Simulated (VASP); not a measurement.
# CdTe: input slips in a relaxation and what they do

Aim: see how common mistakes in a VASP relaxation show up, on CdTe. The starting structure is a measured crystal structure from the Crystallography Open Database.

Program: VASP 6.6.1. Level of theory: Kohn-Sham DFT with plane waves and PAW; PBEsol. Results are calculated unless marked as measured.

## 1. The starting structure

The structure is cubic, space group F-43m (No. 216). Conventional cell: a = 6.480 Å, b = 6.480 Å, c = 6.480 Å, α = 90.00°, β = 90.00°, γ = 90.00°. Te has 4 Cd at 2.81 Å nearest. Nearest to Cd lie 4 Te at 2.81 Å. Farther neighbours and most contacts between anions are not listed.

Coordinates:

```xyz
2
Lattice="0.0000 3.2400 3.2400 3.2400 0.0000 3.2400 3.2400 3.2400 0.0000" Properties=species:S:1:pos:R:3 pbc="T T T"
Te    4.8600    4.8600    4.8600
Cd    0.0000    0.0000    0.0000
```

## 2. Reference relaxation

Contents of INCAR:

```
SYSTEM = CdTe
PREC = Accurate
ENCUT = 450
EDIFF = 1E-06
NELM = 100
ISMEAR = 0
SIGMA = 0.03
LREAL = .FALSE.
ALGO = Normal
GGA = PS
NBANDS = 15
LORBIT = 11
LWAVE = .FALSE.
LCHARG = .FALSE.
KPAR = 2
IBRION = 2
NSW = 50
ISIF = 3
EDIFFG = -0.01
```

Contents of POSCAR:

```
CdTe
1.0
    0.0000000000      3.2400000000      3.2400000000
    3.2400000000      0.0000000000      3.2400000000
    3.2400000000      3.2400000000      0.0000000000
Te Cd
1 1
Direct
    0.7500000000      0.7500000000      0.7500000000
    0.0000000000      0.0000000000      0.0000000000
```

Contents of KPOINTS:

```
Automatic mesh
0
Gamma
6 6 6
0 0 0
```

Potentials, in the order of the species: Te and Cd (PBE family, release 64).

Command:

```
$ mpirun -np 2 vasp_std
```

Log:

```text
[banner, memory and clock lines left out]
running    2 mpi-ranks, on    1 nodes
 distrk:  each k-point on    1 cores,    2 groups
 distr:  one band on    1 cores,    1 groups

 POSCAR found type information on POSCAR TeCd
 POSCAR found :  2 types and       2 ions
|                                                                             |
|               ----> ADVICE to this user running VASP <----                  |
|                                                                             |
|     You enforced a specific xc type in the INCAR file but a different       |
|     [... a line on the potential file left out ...]
|     I HOPE YOU KNOW WHAT YOU ARE DOING!                                     |
|                                                                             |

 LDA part: xc-table for (Slater+PW92), standard interpolation
 POSCAR, INCAR and KPOINTS ok, starting setup
 FFT: planning ... GRIDC
 FFT: planning ... GRID_SOFT
 FFT: planning ... GRID
 WAVECAR not read
 entering main loop
       N       E                     dE             d eps       ncg     rms          rms(c)
DAV:   1     0.940878089010E+02    0.94088E+02   -0.79788E+03   496   0.933E+02
DAV:   2    -0.245746024314E+01   -0.96545E+02   -0.92756E+02   571   0.237E+02
DAV:   3    -0.571119932274E+01   -0.32537E+01   -0.32487E+01   571   0.467E+01
DAV:   4    -0.573997742350E+01   -0.28778E-01   -0.28777E-01   719   0.381E+00
DAV:   5    -0.574011926436E+01   -0.14184E-03   -0.14184E-03   606   0.208E-01    0.544E+00
DAV:   6    -0.550106125972E+01    0.23906E+00   -0.45915E-01   543   0.886E+00    0.455E+00
DAV:   7    -0.548306180662E+01    0.17999E-01   -0.10615E-01   543   0.224E+00    0.184E+00
DAV:   8    -0.548214564541E+01    0.91616E-03   -0.10197E-02   578   0.122E+00    0.511E-01
DAV:   9    -0.548211887200E+01    0.26773E-04   -0.77203E-04   557   0.307E-01    0.118E-01
DAV:  10    -0.548214962508E+01   -0.30753E-04   -0.10912E-04   578   0.101E-01    0.554E-02
DAV:  11    -0.548217412783E+01   -0.24503E-04   -0.47357E-05   530   0.417E-02    0.358E-02
DAV:  12    -0.548217214045E+01    0.19874E-05   -0.41174E-06   571   0.146E-02    0.190E-02
DAV:  13    -0.548217203059E+01    0.10986E-06   -0.42279E-07   359   0.364E-03
   1 F= -.54821720E+01 E0= -.54821720E+01  d E =-.548217E+01
 curvature:   0.00 expect dE= 0.000E+00 dE for cont linesearch  0.000E+00
 trial: gam= 0.00000 g(F)=  0.478E-45 g(S)=  0.997E-03 ort = 0.000E+00 (trialstep = 0.100E+01)
 search vector abs. value=  0.997E-03
 bond charge predicted
       N       E                     dE             d eps       ncg     rms          rms(c)
DAV:   1    -0.549462679320E+01   -0.12455E-01   -0.23493E-01   550   0.574E+00    0.827E-01
DAV:   2    -0.548381695687E+01    0.10810E-01   -0.26660E-02   522   0.237E+00    0.273E-01
DAV:   3    -0.548268376970E+01    0.11332E-02   -0.24300E-03   557   0.499E-01    0.228E-01
DAV:   4    -0.548249963771E+01    0.18413E-03   -0.29061E-04   501   0.123E-01    0.372E-02
DAV:   5    -0.548249052399E+01    0.91137E-05   -0.30662E-05   564   0.677E-02    0.276E-02
DAV:   6    -0.548249027819E+01    0.24581E-06   -0.70740E-06   522   0.266E-02
   2 F= -.54824903E+01 E0= -.54824903E+01  d E =-.318248E-03
 trial-energy change:   -0.000318  1 .order   -0.000406   -0.000997    0.000184
 step:   0.7632(harm=  0.8439)  dis= 0.00000  next Energy=    -5.482513 (dE=-0.341E-03)
 bond charge predicted
       N       E                     dE             d eps       ncg     rms          rms(c)
DAV:   1    -0.548321640649E+01   -0.72588E-03   -0.13338E-02   543   0.136E+00    0.192E-01
DAV:   2    -0.548260275778E+01    0.61365E-03   -0.15322E-03   529   0.566E-01    0.630E-02
DAV:   3    -0.548254131624E+01    0.61442E-04   -0.13391E-04   557   0.116E-01    0.520E-02
DAV:   4    -0.548253407085E+01    0.72454E-05   -0.15820E-05   515   0.289E-02    0.855E-03
DAV:   5    -0.548253406855E+01    0.23033E-08   -0.15581E-06   350   0.156E-02
   3 F= -.54825341E+01 E0= -.54825341E+01  d E =-.362038E-03
 curvature:  -0.31 expect dE=-0.365E-07 dE for cont linesearch -0.365E-07
 trial: gam= 0.00000 g(F)=  0.148E-45 g(S)=  0.118E-06 ort =-0.109E-04 (trialstep = 0.953E+00)
 search vector abs. value=  0.118E-06
 reached required accuracy - stopping structural energy minimisation
```

Wall time 13 s (2 MPI ranks of AMD EPYC 7R43, shared host); peak memory 0.31 GiB.

Lines that name or quote the potential files are left out of all logs, and their timing lines are given in words.

From OUTCAR (step 2):

```text
ion  position               nearest neighbor table
   1  0.750  0.750  0.750-   2 2.81   2 2.81   2 2.81   2 2.81
   2  0.000  0.000  0.000-   1 2.81   1 2.81   1 2.81   1 2.81

  LATTYP: Found a face centered cubic cell.
 ALAT       =     6.4800000000

 Subroutine GETGRP returns: Found 24 space group operations
 (whereof 24 operations were pure point group operations)

The static configuration has the point symmetry T_d .

 Found     16 irreducible k-points:

   k-points           NKPTS =     16   k-points in BZ     NKDIM =     16   number of bands    NBANDS=     15

   dimension x,y,z NGX =    32 NGY =   32 NGZ =   32
   dimension x,y,z NGXF=    64 NGYF=   64 NGZF=   64

   ENCUT  =  450.0 eV  33.07 Ry    5.75 a.u.   7.93  7.93  7.93*2*pi/ulx,y,z

   NELECT =      18.0000    total number of electrons

 k-points in reciprocal lattice and weights: Automatic mesh
   0.00000000  0.00000000  0.00000000       0.005
   0.16666667  0.00000000  0.00000000       0.037
   0.33333333  0.00000000  0.00000000       0.037
   0.50000000  0.00000000  0.00000000       0.019
   0.16666667  0.16666667  0.00000000       0.028
   0.33333333  0.16666667  0.00000000       0.111
   0.50000000  0.16666667  0.00000000       0.111
  -0.33333333  0.16666667  0.00000000       0.111
  -0.16666667  0.16666667  0.00000000       0.056
[...]
-0.33333333  0.33333333  0.16666667       0.111
  -0.33333333  0.50000000  0.16666667       0.056

 average (electrostatic) potential at core
       1 -91.2937       2 -39.0112

 E-fermi :   2.3360

 k-point     1 :       0.0000    0.0000    0.0000
  band No.  band energies     occupation
    ...
      5      -5.8185      2.00000
      6      -5.8185      2.00000
      7       2.1605      2.00000
      8       2.1605      2.00000
      9       2.1605      2.00000
     10       2.8025      0.00000
     11       6.7074      0.00000
     12       6.7074      0.00000
     13       6.7074      0.00000
     14       9.4499      0.00000
    ...

 k-point     2 :       0.1667    0.0000    0.0000
  band No.  band energies     occupation
    ...
      5      -5.8197      2.00000
      6      -5.8197      2.00000
      7       0.3925      2.00000
      8       1.9320      2.00000
      9       1.9320      2.00000
     10       3.9256      0.00000
     11       6.8003      0.00000
     12       7.0454      0.00000
     13       7.0454      0.00000
     14      10.4529      0.00000
    ...

 k-point     3 :       0.3333    0.0000    0.0000
  band No.  band energies     occupation
    ...
      5      -5.8157      2.00000
      6      -5.7231      2.00000
      7      -1.4420      2.00000
      8       1.5507      2.00000
      9       1.5507      2.00000
     10       3.9949      0.00000
     11       7.3271      0.00000
     12       7.3271      0.00000
     13       8.3051      0.00000
     14      10.0837      0.00000
    ...

  Total       -0.0012778     -0.0012778     -0.0012778     -0.0000000     -0.0000000      0.0000000
  in kB       -0.0299025     -0.0299025     -0.0299025     -0.0000000     -0.0000000      0.0000000
  external PRESSURE =      -0.0299025 kB  Pullay stress =       0.0000000 kB

  energy-cutoff  :      450.00
  volume of cell :       68.47
      direct lattice vectors                 reciprocal lattice vectors
     0.000000000  3.246999876  3.246999876    -0.153988303  0.153988303  0.153988303
     3.246999876  0.000000000  3.246999876     0.153988303 -0.153988303  0.153988303
     3.246999876  3.246999876  0.000000000     0.153988303  0.153988303 -0.153988303

 POSITION                                       TOTAL-FORCE (eV/Angst)
 -----------------------------------------------------------------------------------
      4.87050      4.87050      4.87050        -0.000000      0.000000      0.000000
      0.00000      0.00000      0.00000         0.000000     -0.000000     -0.000000
 -----------------------------------------------------------------------------------
    total drift:                                0.000001      0.000001      0.000001

  FREE ENERGIE OF THE ION-ELECTRON SYSTEM (eV)
  ---------------------------------------------------
  free  energy   TOTEN  =        -5.4825340686 eV

  energy  without entropy=       -5.4825340686  energy(sigma->0) =       -5.48253407

 reached required accuracy - stopping structural energy minimisation

 total charge
# of ion       s       p       d       tot
------------------------------------------
    1        1.352   2.045   0.021   3.418
    2        0.472   0.316   9.527  10.315
--------------------------------------------------
tot          1.823   2.361   9.548  13.733

[... 3 further parts left out ...]
```

The PAW data sets were made with PBE, which is usual practice but a small mismatch for other functionals. The run keeps the 24 symmetry operations of its start, so it cannot find a distortion of lower symmetry.

The reference relaxation ends at 34.233 Å³ an atom. Pressures at 0.985 and 1.015 times this volume, from two more relaxations that aren't shown, give a bulk modulus of 41.7 GPa.

## 3. Relaxation with too few electronic steps

A slip made on purpose: too few electronic steps. Against step 2 the input has NELM = 4 (also changed: NSW).

INCAR, as its differences from that of step 2:

```diff
@@ -4,3 +4,3 @@
 EDIFF = 1E-06
-NELM = 100
+NELM = 4
 ISMEAR = 0
@@ -16,3 +16,3 @@
 IBRION = 2
-NSW = 50
+NSW = 30
 ISIF = 3
```

POSCAR is that of step 2.

KPOINTS is that of step 2.

Command:

```
$ mpirun -np 2 vasp_std
```

Log:

```text
[banner, memory and clock lines left out]
running    2 mpi-ranks, on    1 nodes
[...]
[... a notice as in an earlier step ...]

 LDA part: xc-table for (Slater+PW92), standard interpolation
 POSCAR, INCAR and KPOINTS ok, starting setup
[...]
entering main loop
       N       E                     dE             d eps       ncg     rms          rms(c)
[... 4 cycles as in an earlier step ...]
|                                                                             |
|           W    W    AA    RRRRR   N    N  II  N    N   GGGG   !!!           |
|           W    W   A  A   R    R  NN   N  II  NN   N  G    G  !!!           |
|           W    W  A    A  R    R  N N  N  II  N N  N  G       !!!           |
|           W WW W  AAAAAA  RRRRR   N  N N  II  N  N N  G  GGG   !            |
|           WW  WW  A    A  R   R   N   NN  II  N   NN  G    G                |
|           W    W  A    A  R    R  N    N  II  N    N   GGGG   !!!           |
|                                                                             |
[...]
3 F= -.54338050E+01 E0= -.54338050E+01  d E =0.306172E+00
   4 F= -.52922447E+01 E0= -.52922447E+01  d E =0.447733E+00
   5 F= -.53678649E+01 E0= -.53678649E+01  d E =0.372113E+00
   6 F= -.53921154E+01 E0= -.53921154E+01  d E =0.347862E+00
   7 F= -.54012481E+01 E0= -.54012481E+01  d E =0.338729E+00
   8 F= -.54054230E+01 E0= -.54054230E+01  d E =0.334554E+00
   9 F= -.54806644E+01 E0= -.54806644E+01  d E =-.752413E-01
  10 F= -.54699568E+01 E0= -.54699568E+01  d E =-.645337E-01
  11 F= -.54764051E+01 E0= -.54764051E+01  d E =-.709820E-01
  12 F= -.54782403E+01 E0= -.54782403E+01  d E =-.728172E-01
  13 F= -.54824497E+01 E0= -.54824497E+01  d E =-.420944E-02
  14 F= -.54812536E+01 E0= -.54812536E+01  d E =-.301332E-02
  15 F= -.54821035E+01 E0= -.54821035E+01  d E =-.386326E-02
  16 F= -.54823170E+01 E0= -.54823170E+01  d E =-.407674E-02
  17 F= -.54823694E+01 E0= -.54823694E+01  d E =-.412907E-02
  18 F= -.54825317E+01 E0= -.54825317E+01  d E =-.162363E-03
  19 F= -.54824487E+01 E0= -.54824487E+01  d E =-.793490E-04
  20 F= -.54825057E+01 E0= -.54825057E+01  d E =-.136315E-03
  21 F= -.54825211E+01 E0= -.54825211E+01  d E =-.151734E-03
  22 F= -.54825247E+01 E0= -.54825247E+01  d E =-.155323E-03
[...]
reached required accuracy - stopping structural energy minimisation
```

Elapsed: 47 s, on 2 MPI ranks; peak memory 0.32 GiB; 91 s of CPU time.

From OUTCAR (step 3):

```text
  Total       -0.0197438     -0.0197438     -0.0197438      0.0000000      0.0000000      0.0000000
  in kB       -0.4616381     -0.4616381     -0.4616381      0.0000000      0.0000000      0.0000000
  external PRESSURE =      -0.4616381 kB  Pullay stress =       0.0000000 kB

 POSITION                                       TOTAL-FORCE (eV/Angst)
 -----------------------------------------------------------------------------------
      4.87186      4.87186      4.87186        -0.000000     -0.000000     -0.000000
      0.00000      0.00000      0.00000         0.000000      0.000000      0.000000
 -----------------------------------------------------------------------------------
    total drift:                                0.000001      0.000001      0.000001

  FREE ENERGIE OF THE ION-ELECTRON SYSTEM (eV)
  ---------------------------------------------------
  free  energy   TOTEN  =        -5.4825246769 eV

  energy  without entropy=       -5.4825246769  energy(sigma->0) =       -5.48252468

[... 2 parts as in an earlier step ...]

[... 2 further parts left out ...]
[key lines of the parts left out:]
E-fermi :   2.3293
```

Logs of long relaxations may skip ionic steps without a mark.

With too few electronic steps the cell ends at 34.262 Å³ an atom, +0.08 % from the reference.

## 4. Relaxation with the cell held fixed (ISIF = 2)

A slip made on purpose: the cell held fixed (ISIF = 2). Against step 2 the input has ISIF = 2 (also changed: NELM).

INCAR, as its differences from that of step 3:

```diff
@@ -4,3 +4,3 @@
 EDIFF = 1E-06
-NELM = 4
+NELM = 60
 ISMEAR = 0
@@ -16,4 +16,4 @@
 IBRION = 2
-NSW = 30
-ISIF = 3
+NSW = 50
+ISIF = 2
 EDIFFG = -0.01
```

POSCAR is that of step 3.

KPOINTS is that of step 3.

Command:

```
$ mpirun -np 2 vasp_std
```

Log:

```text
[... set-up lines as in an earlier step ...]
 entering main loop
       N       E                     dE             d eps       ncg     rms          rms(c)
[... 13 cycles as in an earlier step ...]
   1 F= -.54821720E+01 E0= -.54821720E+01  d E =-.548217E+01
[...]
reached required accuracy - stopping structural energy minimisation
```

Run time: 6.4 s. Hardware: 2 MPI ranks; peak memory 0.3 GiB.

OUTCAR, selected parts (step 4):

```text
  Total        0.1173492      0.1173492      0.1173492      0.0000000      0.0000000      0.0000000
  in kB        2.7639216      2.7639216      2.7639216      0.0000000      0.0000000      0.0000000
  external PRESSURE =       2.7639216 kB  Pullay stress =       0.0000000 kB

 POSITION                                       TOTAL-FORCE (eV/Angst)
 -----------------------------------------------------------------------------------
      4.86000      4.86000      4.86000         0.000000     -0.000000      0.000000
      0.00000      0.00000      0.00000        -0.000000      0.000000     -0.000000
 -----------------------------------------------------------------------------------
    total drift:                                0.000001      0.000001      0.000001

  FREE ENERGIE OF THE ION-ELECTRON SYSTEM (eV)
  ---------------------------------------------------
  free  energy   TOTEN  =        -5.4821720306 eV

  energy  without entropy=       -5.4821720306  energy(sigma->0) =       -5.48217203

[... 2 parts as in an earlier step ...]

[... 2 further parts left out ...]
[key lines of the parts left out:]
E-fermi :   2.3900
```

With the cell held fixed (ISIF = 2) the cell ends at 34.012 Å³ an atom, -0.65 % from the reference.

(Part 1 of 2 ends here.)

[Lines on the potential files, build, host, timing and source positions are cut from VASP's logs without a mark.]

[Logs are printed without paths, hosts, clocks, repeated set-up lines and the standing remarks that a program may print on its own settings, such as how far it seeks lower states.]

[Hosts, paths, dates, database ids (printed as entryN), source tags and the programs' standing remarks are cut or masked in the printed files.]
